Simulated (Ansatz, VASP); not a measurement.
## PbF2: VASP beside Ansatz

Contents of INCAR:

```
SYSTEM = PbF2
ALGO = Normal ; EDIFF = 1E-6
ENCUT = 520 ; GGA = PE
ISIF = 2 ; ISMEAR = 0
LASPH = .TRUE. ; LCHARG = .TRUE.
LELF = .TRUE. ; LREAL = .FALSE.
LVHAR = .TRUE. ; LWAVE = .FALSE.
NBANDS = 21 ; NELM = 80
PREC = Accurate ; SIGMA = 0.05
```

File KPOINTS:

```
k-points
0
G
  8 8 8
  0 0 0
```

File POSCAR:

```
PbF2
1.0
    0.0000000000      2.9698500000      2.9698500000
    2.9698500000      0.0000000000      2.9698500000
    2.9698500000      2.9698500000      0.0000000000
Pb F
1 2
Direct
    0.0000000000      0.0000000000      0.0000000000
    0.2920896678      0.2920896678      0.2079103322
    0.7920896678      0.7920896678      0.7079103322
```

Input for Ansatz:

```yaml
crystal:
  lattice:
    - [0.0, 2.96985, 2.96985]
    - [2.96985, 0.0, 2.96985]
    - [2.96985, 2.96985, 0.0]
  atoms:
    - { symbol: Pb, position: [0.0, 0.0, 0.0] }
    - { symbol: F, position: [0.2920896678, 0.2920896678, 0.2079103322] }
    - { symbol: F, position: [0.7920896678, 0.7920896678, 0.7079103322] }
basis:
  ecutwfc: 420
kpoints:
  mp_grid: { grid: [8, 8, 8] }
hamiltonian:
  xc: pbe
scf:
  occupations: { method: gaussian, width: 0.05 }
output:
  forces: true
  stress: true
  eigenvalues: true
```

Change from the starting cell: all F atoms moved -0.250 Å, as atom 2 towards its neighbour atom 3 (F) at 2.970 Å.

Alike in both runs: task single point; functional PBE; k mesh 8 × 8 × 8; occupations gaussian, width 0.05 eV; no spin polarisation.

|  | VASP | Ansatz |
| --- | --- | --- |
| version | VASP 6.6.1 | Ansatz 0.2.0 |
| potentials or method | VASP PAW PBE potentials, release 64 (Pb_d, F) | scalar-relativistic, plane waves, PAW |
| plane-wave cutoff (eV) | 520 | 420 |
| valence electrons in the cell | 28 | 28 |

```tsv
	VASP	Ansatz	Ansatz less VASP
gap on the k mesh at the Fermi level (eV)	4.35	4.35	+0.003
least direct gap on the mesh (eV)	4.62	4.62	+0.003
pressure (GPa)	3.4	3.6	+0.19
largest component of the traceless stress (GPa)	0.15	0.16	+0.018
rms of the force components (eV/Å)	0.200	0.194	-0.0056
```

Atom by atom the forces differ by 0.006 eV/Å (rms over components). The functional is the same, so the differences come from potentials, cutoffs and numerics.

Caveats: spin-orbit coupling is left out, which as a rule narrows the gap of such compounds by several tenths of an eV. A k mesh can miss the band edges.
